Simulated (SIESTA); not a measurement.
Crystal: TePb.

```
CELL_PARAMETERS angstrom
0.00000 3.23100 3.23100
3.23100 0.00000 3.23100
3.23100 3.23100 0.00000
ATOMIC_POSITIONS crystal
Pb 0.00000 0.00000 0.00000
Te 0.50000 0.50000 0.50000
```

Base run:

- Program: SIESTA 5.4.2
- Functional: BLYP
- Potentials or basis: PseudoDojo 0.4 standard (PBE files)
- Basis: DZP (energy shift 0.003 Ry; two zetas on semicore shells)
- Grid cutoff: 500 Ry
- Energy shift: 0.003 Ry
- k mesh: 7 × 7 × 7
- Occupations: fermi-dirac, width 0.05 eV
- Spin: no spin polarisation

Its results: pressure 5.5 GPa.

Task: The run is repeated on the same cell with these changes: functional from BLYP to AM05; potentials or basis from PseudoDojo 0.4 standard (PBE files) to PseudoDojo 0.4 standard (PBEsol files). What comes out?

Result: Pressure 0.5 GPa.

Caveats: the potentials were made for another functional, which shifts forces and pressure; the basis of atomic orbitals isn't converged, which shifts pressures, moduli and gaps.
